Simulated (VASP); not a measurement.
# H2O in VASP: further runs

Aim: see how the results for H2O move with the level of theory and the settings. Levels: PBE+D3(BJ), PBE. Tasks: relaxation of the atoms, vibrations by finite differences, single point.

Everything below comes from runs of VASP 6.6.1. Logs are shortened: lines on timing, memory, paths and dates and some standing lists are left out, and cuts for length are marked.

### Step 1. The structure

The cell holds a molecule in a box, 3 atoms: a = 11.937 Å, b = 12.437 Å, c = 12.937 Å, α = 90.00°, β = 90.00°, γ = 90.00°.

### Step 2. Relaxation of the atoms, PBE+D3(BJ)

INCAR

```
PREC = Accurate
ENCUT = 400
EDIFF = 1E-6
ISMEAR = 0
SIGMA = 0.01
LREAL = F
LASPH = T
NELM = 60
ALGO = Fast
ISIF = 2
LWAVE = F
LCHARG = F
GGA = PE
IVDW = 12
IBRION = 2
NSW = 120
EDIFFG = -0.03
ISYM = 0
```

KPOINTS

```
regular mesh
0
Gamma
  1 1 1
```

POSCAR

```
H2O
1.0
   11.9373188901      0.0000000000      0.0000000000
    0.0000000000     12.4373188901      0.0000000000
    0.0000000000      0.0000000000     12.9373188901
H O
2 1
Selective dynamics
Direct
    0.5294104654      0.5204123165      0.4471540069  F F F
    0.5015528375      0.4836879218      0.5582526744  T T T
    0.4690366970      0.5079602389      0.4945933187  T T T
```

Potentials or basis: VASP PAW PBE potentials, release 64 (H, O).

Started as:

```bash
$ cat potpaw_PBE.64/H/POTCAR potpaw_PBE.64/O/POTCAR > POTCAR
$ mpirun -np 1 vasp_gam > vasp.out
```

OUTCAR:

```text
PREC = Accurate
   ENCUT = 400
   EDIFF = 1E-6
   ISMEAR = 0
   LREAL = F
   LASPH = T
   NELM = 60
   ISIF = 2
   GGA = PE
   IVDW = 12
   IBRION = 2
   NSW = 120
   EDIFFG = -0.03
   ISYM = 0
 IVDW          = 12

 ion  position               nearest neighbor table
   1  0.529  0.520  0.447-   3 0.96
   2  0.502  0.484  0.558-   3 0.96
   3  0.469  0.508  0.495-   1 0.96   2 0.96

IMPORTANT INFORMATION: All symmetrisations will be switched off!
NOSYMM: (Re-)initialisation of all symmetry stuff for point group C_1.

----------------------------------------------------------------------------------------

                                     Primitive cell

  volume of cell :    1920.7810

  direct lattice vectors                    reciprocal lattice vectors
    11.937318890  0.000000000  0.000000000     0.083770904  0.000000000  0.000000000
     0.000000000 12.437318890  0.000000000     0.000000000  0.080403181  0.000000000
     0.000000000  0.000000000 12.937318890     0.000000000  0.000000000  0.077295768

  length of vectors
    11.937318890 12.437318890 12.937318890     0.083770904  0.080403181  0.077295768

  position of ions in fractional coordinates (direct lattice)
     0.529410465  0.520412316  0.447154007
     0.501552838  0.483687922  0.558252674
     0.469036697  0.507960239  0.494593319

  ion indices of the primitive-cell ions
   primitive index   ion index
                 1           1
                 2           2
                 3           3

----------------------------------------------------------------------------------------

 KPOINTS: regular mesh

Automatic generation of k-mesh.
 Grid dimensions read from file:
 generate k-points for:    1    1    1

 Generating k-lattice:

  Cartesian coordinates                     Fractional coordinates (reciprocal lattice)
     0.083770904  0.000000000  0.000000000     1.000000000  0.000000000  0.000000000
     0.000000000  0.080403181  0.000000000     0.000000000  1.000000000  0.000000000
     0.000000000  0.000000000  0.077295768     0.000000000  0.000000000  1.000000000

  Length of vectors
     0.083770904  0.080403181  0.077295768

  Shift w.r.t. Gamma in fractional coordinates (k-lattice)
     0.000000000  0.000000000  0.000000000

 Subroutine IBZKPT returns following result:
 ===========================================

 Found      1 irreducible k-points:

 Following reciprocal coordinates:
            Coordinates               Weight
  0.000000  0.000000  0.000000      1.000000
   k-points           NKPTS =      1   k-points in BZ     NKDIM =      1   number of bands    NBANDS=      8
   number of dos      NEDOS =    301   number of ions     NIONS =      3
   total plane-waves  NPLWV = 564480
   dimension x,y,z NGX =    80 NGY =   84 NGZ =   84
   dimension x,y,z NGXF=   160 NGYF=  168 NGZF=  168
   ions per type =               2   1
   NGX,Y,Z   is equivalent  to a cutoff of  11.14, 11.23, 10.79 a.u.
   NGXF,Y,Z  is equivalent  to a cutoff of  22.28, 22.46, 21.59 a.u.
 SYSTEM =  unknown system
   PREC   = accura    normal or accurate (medium, high low for compatibility)
   ISTART =      0    job   : 0-new  1-cont  2-samecut
   ICHARG =      2    charge: 1-file 2-atom 10-const
   ISPIN  =      1    spin polarized calculation?
   LNONCOLLINEAR =      F non collinear calculations
   LSORBIT =      F    spin-orbit coupling
   LASPH  =      T    aspherical Exc in radial PAW
   ENCUT  =  400.0 eV  29.40 Ry    5.42 a.u.  19.47 20.28 21.10*2*pi/ulx,y,z
   NELM   =     60;   NELMIN=  2; NELMDL= -5     # of ELM steps
   EDIFF  = 0.1E-05   stopping-criterion for ELM
   LREAL  =      F    real-space projection
   EDIFFG = -.3E-01   stopping-criterion for IOM
   NSW    =    120    number of steps for IOM
   IBRION =      2    ionic relax: 0-MD 1-quasi-New 2-CG
   NFREE  =      1    steps in history (QN), initial steepest desc. (CG)
   ISIF   =      2    stress and relaxation
   ISYM   =      0    0-nonsym 1-usesym 2-fastsym
   POTIM  = 0.5000    time-step for ionic-motion
   TEBEG  =    0.0;   TEEND  =   0.0 temperature during run
   PSTRESS=    0.0 pullay stress
   NELECT =       8.0000    total number of electrons
   NUPDOWN=      -1.0000    fix difference up-down
   EMIN   =  10.00;   EMAX   =-10.00  energy-range for DOS
   EFERMI =   0.00;   METHOD = LEGACY
   ISMEAR =     0;   SIGMA  =   0.01  broadening in eV -4-tet -1-fermi 0-gaus
   EFERMI_NEDOS =   21; number of points for ismear=-14 and -15
   IALGO  =     68    algorithm
   IMIX   =      4    mixing-type and parameters
     AMIX     =   0.40;   BMIX     =  1.00
     AMIX_MAG =   1.60;   BMIX_MAG =  1.00
  volume/ion in A,a.u.               =     640.26      4320.69
  Fermi-wavevector in a.u.,A,eV,Ry     =   0.263398  0.497750  0.943951  0.069378
  Thomas-Fermi vector in A             =   1.094359
   LORBIT       =      0    0 simple, 1 ext, 2 COOP (PROOUT), +10 PAW based schemes
   GGA     = PE    functional components
   LHFCALC =     F    Hartree Fock is set to
   AEXX    =    0.0000 exact exchange contribution
   IVDW    =    12    specifies the selected vdW correction
   LEPSILON=     F    determine dielectric tensor
   LRPA    =     F    only Hartree local field effects (RPA)
 conjugate gradient relaxation of ions
 non-spin polarized calculation
 RMM-DIIS sequential band-by-band and
 Gauss-broadening in eV      SIGMA  =   0.01
  energy-cutoff  :      400.00
  volume of cell :     1920.78
 maximum number of plane-waves:     17449
 NGX is ok and might be reduce to    80
   NGX = 39   NGY = 41   NGZ = 43

--------------------------------------- Ionic step        1  -------------------------------------------

 number of electron       8.0000004 magnetization

 Free energy of the ion-electron system (eV)
  ---------------------------------------------------
  ext. energy  EPLUGINS =         0.00000000
  ---------------------------------------------------
  free energy    TOTEN  =       -14.22224495 eV

  energy without entropy =      -14.22224495  energy(sigma->0) =      -14.22224495

------------------------ aborting loop because EDIFF is reached ----------------------------------------

 Edisp (eV)   -0.00981

 E8    (eV) :    -0.0023

  FORCE on cell =-STRESS in cart. coord.  units (eV):
  Direction    XX          YY          ZZ          XY          YZ          ZX
  --------------------------------------------------------------------------------------
  -------------------------------------------------------------------------------------
  Total      -0.25320    -0.81319    -0.21045    -0.03339    -0.22790    -0.03870
  in kB      -0.21120    -0.67831    -0.17554    -0.02785    -0.19010    -0.03228
  external pressure =       -0.36 kB  Pullay stress =        0.00 kB

 VOLUME and BASIS-vectors are now :
 -----------------------------------------------------------------------------
  energy-cutoff  :      400.00
  volume of cell :     1920.78
      direct lattice vectors                 reciprocal lattice vectors
    11.937318890  0.000000000  0.000000000     0.083770904  0.000000000  0.000000000
     0.000000000 12.437318890  0.000000000     0.000000000  0.080403181  0.000000000
     0.000000000  0.000000000 12.937318890     0.000000000  0.000000000  0.077295768

 POSITION                                       TOTAL-FORCE (eV/Angst)
 -----------------------------------------------------------------------------------
      6.31974      6.47253      5.78497         0.553396      0.051611     -0.272018
      5.98720      6.01578      7.22229         0.385520     -0.177707      0.450688
      5.59904      6.31766      6.39871        -0.938916      0.126095     -0.178670
 -----------------------------------------------------------------------------------
    total drift:                               -0.000378      0.001681     -0.000715

  FREE ENERGIE OF THE ION-ELECTRON SYSTEM (eV)
  ---------------------------------------------------
  free  energy   TOTEN  =       -14.2320553742 eV

  energy  without entropy=      -14.2320553742  energy(sigma->0) =      -14.23205537

--------------------------------------- Ionic step        2  -------------------------------------------

 number of electron       8.0000012 magnetization

------------------------ aborting loop because EDIFF is reached ----------------------------------------

 Edisp (eV)   -0.00982
[... 249 lines left out ...]
  FORCE on cell =-STRESS in cart. coord.  units (eV):
  Direction    XX          YY          ZZ          XY          YZ          ZX
  --------------------------------------------------------------------------------------
  -------------------------------------------------------------------------------------
  Total      -0.81897    -0.88760    -0.81983     0.01601    -0.02325    -0.06937
  in kB      -0.68312    -0.74038    -0.68384     0.01336    -0.01939    -0.05786
  external pressure =       -0.70 kB  Pullay stress =        0.00 kB

 VOLUME and BASIS-vectors are now :
 -----------------------------------------------------------------------------
  energy-cutoff  :      400.00
  volume of cell :     1920.78
      direct lattice vectors                 reciprocal lattice vectors
    11.937318890  0.000000000  0.000000000     0.083770904  0.000000000  0.000000000
     0.000000000 12.437318890  0.000000000     0.000000000  0.080403181  0.000000000
     0.000000000  0.000000000 12.937318890     0.000000000  0.000000000  0.077295768

 POSITION                                       TOTAL-FORCE (eV/Angst)
 -----------------------------------------------------------------------------------
      6.31974      6.47253      5.78497         0.005028      0.004079     -0.014986
      5.99974      6.01621      7.21826        -0.062252      0.037558     -0.099806
      5.57699      6.32097      6.39399         0.057224     -0.041638      0.114791
 -----------------------------------------------------------------------------------
    total drift:                               -0.000638      0.001248     -0.001188

  FREE ENERGIE OF THE ION-ELECTRON SYSTEM (eV)
  ---------------------------------------------------
  free  energy   TOTEN  =       -14.2433760831 eV

  energy  without entropy=      -14.2433760831  energy(sigma->0) =      -14.24337608

--------------------------------------- Ionic step        9  -------------------------------------------

 number of electron       8.0000008 magnetization

 Free energy of the ion-electron system (eV)
  ---------------------------------------------------
  ext. energy  EPLUGINS =         0.00000000
  ---------------------------------------------------
  free energy    TOTEN  =       -14.23374202 eV

  energy without entropy =      -14.23374202  energy(sigma->0) =      -14.23374202

 E-fermi :  -7.0929     XC(G=0):  -0.3178

 val. band max:       -7.1709683012   @ k =   0.0000   0.0000   0.0000
 cond. band min:      -0.9597714138   @ k =   0.0000   0.0000   0.0000
 fundamental gap:      6.2111968873
 Fermi energy:        -7.0928630397

 k-point     1 :       0.0000    0.0000    0.0000
  band No.  band energies     occupation
      1     -25.2454      2.00000
      2     -13.0402      2.00000
      3      -9.2258      2.00000
      4      -7.1710      2.00000
      5      -0.9598      0.00000
      6       0.2111      0.00000
      7       0.4506      0.00000
      8       0.7270      0.00000

------------------------ aborting loop because EDIFF is reached ----------------------------------------

 Edisp (eV)   -0.00981

 E8    (eV) :    -0.0023

  FORCE on cell =-STRESS in cart. coord.  units (eV):
  Direction    XX          YY          ZZ          XY          YZ          ZX
  --------------------------------------------------------------------------------------
  -------------------------------------------------------------------------------------
  Total      -0.78687    -0.87392    -0.74409    -0.00195    -0.05077    -0.02161
  in kB      -0.65635    -0.72896    -0.62067    -0.00163    -0.04235    -0.01802
  external pressure =       -0.67 kB  Pullay stress =        0.00 kB

 VOLUME and BASIS-vectors are now :
 -----------------------------------------------------------------------------
  energy-cutoff  :      400.00
  volume of cell :     1920.78
      direct lattice vectors                 reciprocal lattice vectors
    11.937318890  0.000000000  0.000000000     0.083770904  0.000000000  0.000000000
     0.000000000 12.437318890  0.000000000     0.000000000  0.080403181  0.000000000
     0.000000000  0.000000000 12.937318890     0.000000000  0.000000000  0.077295768

 POSITION                                       TOTAL-FORCE (eV/Angst)
 -----------------------------------------------------------------------------------
      6.31974      6.47253      5.78497         0.009548      0.000590     -0.005501
      5.99854      6.01635      7.21810        -0.000504      0.001225     -0.004001
      5.57834      6.32039      6.39532        -0.009044     -0.001815      0.009502
 -----------------------------------------------------------------------------------
    total drift:                               -0.000153      0.000668      0.000551

  FREE ENERGIE OF THE ION-ELECTRON SYSTEM (eV)
  ---------------------------------------------------
  free  energy   TOTEN  =       -14.2435551101 eV

  energy  without entropy=      -14.2435551101  energy(sigma->0) =      -14.24355511

 reached required accuracy - stopping structural energy minimisation
```

Run time: 5.9 min. Hardware: 1 thread of Intel Xeon Platinum 8375C at 2.90GHz (Ice Lake), shared host; peak memory 1.1 GiB.

Results:

| Quantity | Value |
| --- | --- |
| Free energy | -14.2436 eV |
| Energy gained by relaxing | 3.8 meV/atom |
| Ionic steps | 9 |
| Gap between the frontier levels | 6.21 eV |
| Dispersion energy per atom | -0.003 eV |

The path:
```
step  energy change (eV)  largest force (eV/Å)  pressure (GPa)
   1              0.0000                0.9640           -0.04
   2              0.0358                1.8308           -0.13
   3             -0.0095                0.3740           -0.07
   4             -0.0059                0.7924           -0.08
   5             -0.0110                0.1201           -0.07
   6             -0.0112                0.0829           -0.07
   7             -0.0115                0.0375           -0.07
   8             -0.0113                0.1349           -0.07
   9             -0.0115                0.0132           -0.07
```

Final structure:
```
H O
1.0
    11.93732    0.00000    0.00000
     0.00000   12.43732    0.00000
     0.00000    0.00000   12.93732
H O
2 1
Cartesian
  6.3197 6.4725 5.7850
  5.9985 6.0164 7.2181
  5.5783 6.3204 6.3953
```

Caveat: the cutoff is under 1.25 times the usual one of these potentials, so pressure, stress and relaxed cells hold a basis-set (Pulay) error.

### Step 3. Vibrations by finite differences, PBE+D3(BJ)

INCAR

```
  PREC = Accurate
  ENCUT = 400
  EDIFF = 1E-7
  ISMEAR = 0
  SIGMA = 0.01
  LREAL = False
  LASPH = True
  NELM = 60
  ALGO = Fast
  ISIF = 2
  LWAVE = False
  LCHARG = False
  GGA = PE
  IVDW = 12
  NBANDS = 11
  IBRION = 5
  NFREE = 2
  POTIM = 0.015
  NSW = 1
  ISYM = 0
```

KPOINTS is that of step 2.

POSCAR

```
H2O                                     
1.0
   11.9373188901      0.0000000000      0.0000000000
    0.0000000000     12.4373188901      0.0000000000
    0.0000000000      0.0000000000     12.9373188901
  H               O             
     2     1
Selective dynamics
Direct
0.5294104653999980  0.5204123164999999  0.4471540069000000  T T T
0.5025034781664612  0.4837340561080174  0.5579284447105737  T T T
0.4673028958894231  0.5081791826111894  0.4943314457515840  T T T
```

Potentials or basis: VASP PAW PBE potentials, release 64 (H, O).

Started as:

```bash
$ cat potpaw_PBE.64/H/POTCAR potpaw_PBE.64/O/POTCAR > POTCAR
$ mpirun -np 1 vasp_gam > vasp.out
```

Run time: 18 min. Hardware: 1 thread of Intel Xeon Platinum 8375C at 2.90GHz (Ice Lake), shared host; peak memory 1.1 GiB.

The run converged. Its results:

```yaml
Highest_phonon_frequency_at_Γ_LO-TO_splitting_left_out: 3825 cm⁻¹
Most_unstable_mode: 77i cm⁻¹
Dispersion_energy_per_atom: -0.003 eV
```

Phonon frequencies in cm⁻¹ (negative: imaginary):
```
              q point                        frequencies
(0.000, 0.000, 0.000)  -77 -40 -32 0 6 28 1582 3711 3825
```

Caveat: the cutoff is under 1.25 times the usual one of these potentials, so pressure, stress and relaxed cells hold a basis-set (Pulay) error; some modes are imaginary.

### Step 4. Single point, PBE

INCAR

```
  PREC = Accurate
  ENCUT = 400
  EDIFF = 1E-6
  ISMEAR = 0
  SIGMA = 0.01
  LREAL = False
  LASPH = True
  NELM = 60
  ALGO = Fast
  ISIF = 2
  LWAVE = False
  LCHARG = False
  GGA = PE
  NBANDS = 11
  ISYM = 0
```

KPOINTS is that of step 3.

POSCAR

```
H2O                                     
1.0
   11.9373188901      0.0000000000      0.0000000000
    0.0000000000     12.4373188901      0.0000000000
    0.0000000000      0.0000000000     12.9373188901
  H               O             
     2     1
Selective dynamics
Direct
     0.5294104653999980    0.5204123164999999    0.4471540069000000   F   F   F
     0.5025034781664612    0.4837340561080174    0.5579284447105737   T   T   T
     0.4673028958894231    0.5081791826111894    0.4943314457515840   T   T   T
```

Started as:

```bash
$ cat potpaw_PBE.64/H/POTCAR potpaw_PBE.64/O/POTCAR > POTCAR
$ mpirun -np 1 vasp_gam > vasp.out
```

It took 72 s on 1 thread of Intel Xeon Platinum 8375C at 2.90GHz (Ice Lake), shared host; peak memory 0.94 GiB.

It converged, with:

- Free energy: -14.2337 eV
- Largest force: 0.013 eV/Å
- Gap between the frontier levels: 6.21 eV

Forces on the atoms (eV/Å):
```
H    0.010  0.001 -0.006
H    0.000  0.001 -0.004
O   -0.010 -0.002  0.009
```

Levels at points of the mesh, in eV from the valence-band top:
```
           k point  band 1  band 2  band 3  band 4  band 5  band 6  band 7  band 8  band 9
(0.00, 0.00, 0.00)  -18.07   -5.87   -2.05    0.00    6.21    7.38    7.63    7.90    8.00
```

Caveat: the cutoff is under 1.25 times the usual one of these potentials, so pressure, stress and relaxed cells hold a basis-set (Pulay) error. As with any semilocal functional, this PBE gap is likely too small.

### Step 5. The runs side by side

| task | level | cell | atoms held fixed (from 0) | gap on the mesh (eV) |
| --- | --- | --- | --- | --- |
| relaxation of the atoms | PBE+D3(BJ) | atoms relaxed | [0] | 6.21 |
| vibrations by finite differences | PBE+D3(BJ) | as given | - | - |
| single point | PBE | as given | - | 6.21 |

Alike in all rows: potentials or basis VASP PAW PBE potentials, release 64 (H, O); no spin polarisation; k mesh 1 × 1 × 1; cutoff (eV) 400; smearing gaussian 0.01 eV.

Caveats: the cutoff is under 1.25 times the usual one of these potentials, so pressure, stress and relaxed cells hold a basis-set (Pulay) error; some modes are imaginary (some runs).

Absolute energies hang on the potentials; compare differences alone.
